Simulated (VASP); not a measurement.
# NaH (Fm-3m) in VASP: a series of runs, part 2 of 2

VASP 6.6.1. The steps go on from the part before.

## (3) Relaxation of cell and atoms, PBE

This run uses another cell than the first one, of 14.53 Å³/atom, 1.030 times its volume.

File INCAR:

```
SYSTEM = NaH
PREC     = Accurate       ! precision mode
ENCUT    = 600            ! plane-wave cutoff, eV
EDIFF    = 1E-7           ! SCF threshold, eV
ISMEAR   = 0              ! smearing method
SIGMA    = 0.02           ! smearing width, eV
LREAL    = .False.        ! projectors in reciprocal space
LASPH    = .True.         ! aspherical terms in the spheres
NELM     = 100            ! most SCF steps
ALGO     = Fast           ! electronic algorithm
ISIF     = 3              ! what is computed and relaxed
LWAVE    = .False.        ! write WAVECAR
LCHARG   = .False.        ! write CHGCAR
GGA      = PE             ! functional
IBRION   = 2              ! ionic algorithm
NSW      = 100            ! ionic steps
EDIFFG   = -0.005         ! ionic threshold
```

File KPOINTS:

```
Automatic mesh
0
Gamma
  8 8 8
  0 0 0
```

File POSCAR:

```
NaH
1.0
    0.0000000000      2.4400000000      2.4400000000
    2.4400000000      0.0000000000      2.4400000000
    2.4400000000      2.4400000000      0.0000000000
Na H
1 1
Direct
    0.0000000000      0.0000000000      0.0000000000
    0.5000000000      0.5000000000      0.5000000000
```

Potentials or basis: VASP PAW PBE potentials, release 64 (Na_pv, H).

On the command line:

```sh
cat potpaw_PBE.64/Na_pv/POTCAR potpaw_PBE.64/H/POTCAR > POTCAR
mpirun -np 1 vasp_std > vasp.out
```

OUTCAR:

```text
SYSTEM = NaH
   PREC = Accurate
   ENCUT = 600
   EDIFF = 1E-7
   ISMEAR = 0
   LREAL = .False.
   LASPH = .True.
   NELM = 100
   ISIF = 3
   GGA = PE
   IBRION = 2
   NSW = 100
   EDIFFG = -0.005

 ion  position               nearest neighbor table
   1  0.000  0.000  0.000-
   2  0.500  0.500  0.500-

  LATTYP: Found a face centered cubic cell.
 ALAT       =     4.8800000000

  Lattice vectors:

 A1 = (   0.0000000000,   2.4400000000,   2.4400000000)
 A2 = (   2.4400000000,   0.0000000000,   2.4400000000)
 A3 = (   2.4400000000,   2.4400000000,   0.0000000000)

Analysis of symmetry for initial positions (statically):
=====================================================================
[... 290 lines left out ...]
  free energy    TOTEN  =        -5.08809060 eV

  energy without entropy =       -5.08809060  energy(sigma->0) =       -5.08809060

 E-fermi :  -1.0104     XC(G=0):  -7.7727

 val. band max:       -1.1112832397   @ k =  -0.2500   0.5000   0.2500
 cond. band min:       2.6509751116   @ k =   0.5000   0.0000   0.0000
 fundamental gap:      3.7622583514
 Fermi energy:        -1.0103881359

 k-point     1 :       0.0000    0.0000    0.0000
  band No.  band energies     occupation
      1     -23.2119      2.00000
      2     -23.2119      2.00000
      3     -23.2119      2.00000
      4      -4.7311      2.00000
      5       9.3143      0.00000
      6      14.4984      0.00000
      7      14.4984      0.00000
      8      14.4984      0.00000
[... 243 lines left out ...]
 k-point    24 :      -0.3750    0.2500    0.1250
  band No.  band energies     occupation
      1     -23.2914      2.00000
      2     -23.2465      2.00000
      3     -23.2308      2.00000
      4      -1.5942      2.00000
      5       3.4353      0.00000
      6       6.7119      0.00000
      7       9.9117      0.00000
      8      13.8184      0.00000

 [... further k-points ...]
[... 5 lines left out ...]
  --------------------------------------------------------------------------------------
  -------------------------------------------------------------------------------------
  Total        0.0038025      0.0038025      0.0038025     -0.0000000      0.0000000      0.0000000
  in kB        0.2161254      0.2161254      0.2161254     -0.0000000      0.0000000      0.0000000
  external PRESSURE =       0.2161254 kB  Pullay stress =       0.0000000 kB
[... 17 lines left out ...]
  FREE ENERGIE OF THE ION-ELECTRON SYSTEM (eV)
  ---------------------------------------------------
  free  energy   TOTEN  =        -5.0880905953 eV

  energy  without entropy=       -5.0880905953  energy(sigma->0) =       -5.08809060

 reached required accuracy - stopping structural energy minimisation
```

OSZICAR:

```text
N       E                     dE             d eps       ncg     rms          rms(c)
DAV:   1     0.179549760094E+02    0.17955E+02   -0.50284E+03   464   0.109E+03
DAV:   2    -0.497288876838E+01   -0.22928E+02   -0.22928E+02   488   0.133E+02
DAV:   3    -0.550897601042E+01   -0.53609E+00   -0.53609E+00   592   0.280E+01
[... 35 lines left out ...]
RMM:   2    -0.508821036166E+01    0.36314E-03   -0.28223E-04   490   0.331E-01    0.775E-02
RMM:   3    -0.508809661822E+01    0.11374E-03   -0.14401E-04   492   0.230E-01    0.809E-03
RMM:   4    -0.508809086481E+01    0.57534E-05   -0.51233E-06   490   0.382E-02    0.167E-03
RMM:   5    -0.508809067656E+01    0.18826E-06   -0.14217E-06   481   0.180E-02    0.328E-04
RMM:   6    -0.508809059528E+01    0.81277E-07   -0.17144E-07   363   0.763E-03
   4 F= -.50880906E+01 E0= -.50880906E+01  d E =-.171903E-02
```

CONTCAR:

```text
NaH
   1.00000000000000
    -0.0000000000000000    2.4155486794707688    2.4155486794707688
     2.4155486794707688   -0.0000000000000000    2.4155486794707688
     2.4155486794707688    2.4155486794707688    0.0000000000000000
  Na              H
     1     1
Direct
     0.0000000000000000    0.0000000000000000    0.0000000000000000
     0.5000000000000000    0.5000000000000000    0.5000000000000000

  0.00000000E+00  0.00000000E+00  0.00000000E+00
  0.00000000E+00  0.00000000E+00  0.00000000E+00
```

Wall time 19 s (1 thread of Intel Xeon 6975P-C (Granite Rapids), shared host); peak memory 0.15 GiB.

Results:

```yaml
Free_energy: -5.0881 eV
Relaxed_volume: 14.09 Å³/atom
Relaxed_cell: a = 3.416 Å, b = 3.416 Å, c = 3.416 Å, α = 60.00°, β = 60.00°, γ = 60.00°
Space_group_after_relaxing_to_0.05_Å: Fm-3m (No. 225)
Energy_gained_by_relaxing: 0.9 meV/atom
Ionic_steps: 4
Pressure_after_relaxing: 0.0 GPa
Band_gap_on_the_k_mesh: 3.76 eV, indirect (least direct gap 4.62 eV)
```

The path:
```tsv
step	energy change (eV)	largest force (eV/Å)	pressure (GPa)	volume (Å³)
1	0.0000	0.0000	-0.64	29.05
2	-0.0008	0.0000	-0.50	28.81
3	-0.0017	0.0000	0.08	28.09
4	-0.0017	0.0000	0.02	28.19
```

Final structure:
```
Na H
1.0
     0.00000    2.41555    2.41555
     2.41555    0.00000    2.41555
     2.41555    2.41555    0.00000
Na H
1 1
Direct
  0.00000 0.00000 0.00000
  0.50000 0.50000 0.50000
```

A k mesh can miss the band edges. As with any semilocal functional, this PBE gap is likely too small.

## (4) Single point, PBE

This run uses another cell than the first one: it holds 16 atoms, not 2.

File INCAR:

```
SYSTEM = NaH
PREC = Accurate
ENCUT = 520
EDIFF = 1E-7
ISMEAR = 0
SIGMA = 0.05
LREAL = Auto
LASPH = .TRUE.
NELM = 100
ALGO = Fast
ISIF = 2
LWAVE = .FALSE.
LCHARG = .TRUE.
GGA = PE
LELF = .TRUE.
LVHAR = .TRUE.
NBANDS = 46
```

File KPOINTS:

```
regular mesh
0
G
  1 1 7
  0 0 0
```

File POSCAR:

```
NaH
1.0
   16.2000000000      0.0000000000      0.0000000000
    0.0000000000     14.1000000000      0.0000000000
    0.0000000000      0.0000000000      4.4405445914
Na H
8 8
Direct
    0.2001804470      0.5000000000      0.0000000000
    0.6576349922      0.5000000000      0.0000000000
    0.5704005528      0.3656357040      0.5000000000
    0.5704005528      0.6343642960      0.5000000000
    0.3423650078      0.5000000000      0.5000000000
    0.7998195530      0.5000000000      0.5000000000
    0.4295994472      0.3656357040      0.0000000000
    0.4295994472      0.6343642960      0.0000000000
    0.3436931936      0.5000000000      0.0000000000
    0.8032589010      0.5000000000      0.0000000000
    0.4269189510      0.3627789901      0.5000000000
    0.4269189510      0.6372210099      0.5000000000
    0.1967410990      0.5000000000      0.5000000000
    0.6563068064      0.5000000000      0.5000000000
    0.5730810490      0.3627789901      0.0000000000
    0.5730810490      0.6372210099      0.0000000000
```

On the command line:

```sh
cat potpaw_PBE.64/Na_pv/POTCAR potpaw_PBE.64/H/POTCAR > POTCAR
mpirun -np 1 vasp_std > vasp.out
```

Wall time 5.6 min (1 thread of Intel Xeon 6975P-C (Granite Rapids), shared host); peak memory 0.92 GiB.

Results (log left out):

- Free energy: -38.3638 eV
- Largest force: 0.004 eV/Å
- Band gap on the k mesh: 2.99 eV, direct

Forces on the atoms (eV/Å):
```
Na   0.001  0.000  0.000
Na  -0.001  0.000  0.000
Na   0.002  0.000  0.000
Na   0.002  0.000  0.000
Na   0.001  0.000  0.000
Na  -0.001  0.000  0.000
Na  -0.002  0.000  0.000
Na  -0.002  0.000  0.000
H    0.002  0.000  0.000
H    0.004  0.000  0.000
H   -0.001 -0.002  0.000
H   -0.001  0.002  0.000
H   -0.004  0.000  0.000
H   -0.002  0.000  0.000
H    0.001 -0.002  0.000
H    0.001  0.002  0.000
```

Levels at points of the mesh, in eV from the valence-band top:
```
           k point  band 28  band 29  band 30  band 31  band 32  band 33  band 34  band 35  band 36  band 37
(0.00, 0.00, 0.00)    -1.40    -0.84    -0.52    -0.38     0.00     2.99     3.27     3.44     3.47     3.87
```

## (5) Single point, PBE

This run uses another cell than the first one: it holds 16 atoms, not 2.

File INCAR:

```
PREC = Accurate ; ENCUT = 520
EDIFF = 1E-7 ; ISMEAR = 0
SIGMA = 0.05 ; LREAL = Auto
LASPH = True ; NELM = 100
ALGO = Fast ; ISIF = 2
LWAVE = False ; LCHARG = True
GGA = PE ; LELF = True
LVHAR = True ; NBANDS = 46
```

File KPOINTS:

```
Automatic mesh
0
Gamma
  1 1 7
```

File POSCAR:

```
NaH
1.0
   16.2000000000      0.0000000000      0.0000000000
    0.0000000000     14.1000000000      0.0000000000
    0.0000000000      0.0000000000      4.8320806350
Na H
8 8
Direct
    0.2762925632      0.5000000000      0.0000000000
    0.5745691456      0.5000000000      0.0000000000
    0.5745691456      0.3286496229      0.5000000000
    0.5745691456      0.6713503771      0.5000000000
    0.4254308544      0.5000000000      0.5000000000
    0.7237074368      0.5000000000      0.5000000000
    0.4254308544      0.3286496229      0.0000000000
    0.4254308544      0.6713503771      0.0000000000
    0.4254308544      0.5000000000      0.0000000000
    0.7237074368      0.5000000000      0.0000000000
    0.4254308544      0.3286496229      0.5000000000
    0.4254308544      0.6713503771      0.5000000000
    0.2762925632      0.5000000000      0.5000000000
    0.5745691456      0.5000000000      0.5000000000
    0.5745691456      0.3286496229      0.0000000000
    0.5745691456      0.6713503771      0.0000000000
```

On the command line:

```sh
cat potpaw_PBE.64/Na_pv/POTCAR potpaw_PBE.64/H/POTCAR > POTCAR
mpirun -np 1 vasp_std > vasp.out
```

It took 5.1 min on 1 thread of Intel Xeon 6975P-C (Granite Rapids), shared host; peak memory 0.92 GiB.

The run converged. Its results:

* Free energy: -37.3908 eV
* Largest force: 0.322 eV/Å
* Band gap on the k mesh: 3.01 eV, indirect (least direct gap 3.04 eV)

Forces on the atoms (eV/Å):
```
Na   0.014  0.000  0.000
Na   0.242  0.000  0.000
Na  -0.322  0.004  0.000
Na  -0.322 -0.004  0.000
Na  -0.242  0.000  0.000
Na  -0.014  0.000  0.000
Na   0.322  0.004  0.000
Na   0.322 -0.004  0.000
H   -0.204  0.000  0.000
H    0.099  0.000  0.000
H    0.127 -0.039  0.000
H    0.127  0.039  0.000
H   -0.099  0.000  0.000
H    0.204  0.000  0.000
H   -0.127 -0.039  0.000
H   -0.127  0.039  0.000
```

Levels at points of the mesh, in eV from the valence-band top:
```csv
k point,band 29,band 30,band 31,band 32,band 33,band 34,band 35,band 36
"(0.00, 0.00, 0.00)",-0.52,-0.33,-0.29,-0.02,3.20,3.46,3.53,3.58
```

As with any semilocal functional, this PBE gap is likely too small.

## (6) The runs side by side

```csv
task,cell,k mesh,cutoff (eV),smearing,gap on the mesh (eV),pressure (GPa)
single point,"Fm-3m, 14.1 Å³/atom",8 × 8 × 8,520,gaussian 0.02 eV,3.76,0.0
relaxation of cell and atoms,relaxed,8 × 8 × 8,600,gaussian 0.02 eV,3.76,0.0
single point,"Pmma, 63.39 Å³/atom",1 × 1 × 7,520,gaussian 0.05 eV,2.99,-
single point,"Pmma, 68.98 Å³/atom",1 × 1 × 7,520,gaussian 0.05 eV,3.01,-
```

Alike in all rows: level PBE; potentials or basis VASP PAW PBE potentials, release 64 (Na_pv, H); no spin polarisation.

On the cell as given the gap runs from 2.99 eV (PBE) to 3.76 eV (PBE); the meshes differ, which moves gaps too.

Total energies depend on the potentials used, so only differences within one code and one set of settings carry meaning.
